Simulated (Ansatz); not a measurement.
## InP, one cell by several methods

```
In P
1.0
     0.00000    2.85500    2.82645
     2.85500    0.00000    2.82645
     2.85500    2.85500    0.00000
In P
1 1
Direct
  0.00000 0.00000 0.00000
  0.50000 0.50000 0.50000
```

Atoms are numbered in the order listed.

The geometry is COD entry 1538565, unchecked; take it as a test cell. The listed cell was then made from it by scaling, straining or moving an atom.

Spin–orbit coupling is left out, though it moves levels of the heavy atoms by tenths of an eV or more.

Levels of theory: DFT, LDA, PAW with Ansatz's default frozen-core files, scalar-relativistic (Ansatz 0.2.0); DFT, LDA, all-electron PAW with datasets made for the crystal, scalar-relativistic (Ansatz 0.2.0); DFT, LDA, all-electron LAPW, scalar-relativistic (Ansatz 0.2.0).

For PAW: a Γ-centred 11×11×11 k mesh, Fermi–Dirac smearing of 0.05 eV, cutoff 420 eV, no spin polarisation; the PAW files were made with PBE, and the program remakes their frozen cores for this functional. The crystal-made all-electron datasets (AE datasets) take a cutoff of 240 eV at this cell. LAPW targets a basis error of 1 meV/atom. The Ansatz runs share mesh, smearing and spin set-up. Plane-wave (PAW) pressures include the program's estimate of the Pulay term.

Stress and pressure are positive in compression.

Spin–orbit coupling is left out, which moves gradients at and beside heavy atoms by some per cent and at worst by a factor of two.

In a metal, gradients converge slowly with the k mesh: the values move by tens of per cent from one mesh to another, at times in sign, so only the comparison on one mesh counts.

```
                             quantity    PAW  AE datasets   LAPW
                       pressure (GPa)  -9.27        -9.25  -9.24
                      stress xx (GPa)  -9.51        -9.49  -9.49
                      stress zz (GPa)  -8.77        -8.75  -8.75
field gradient Vzz at In1 (10²¹ V/m²)  -0.91        -0.90      –
```

PAW's pressure differs from the LAPW value by -0.02 GPa.
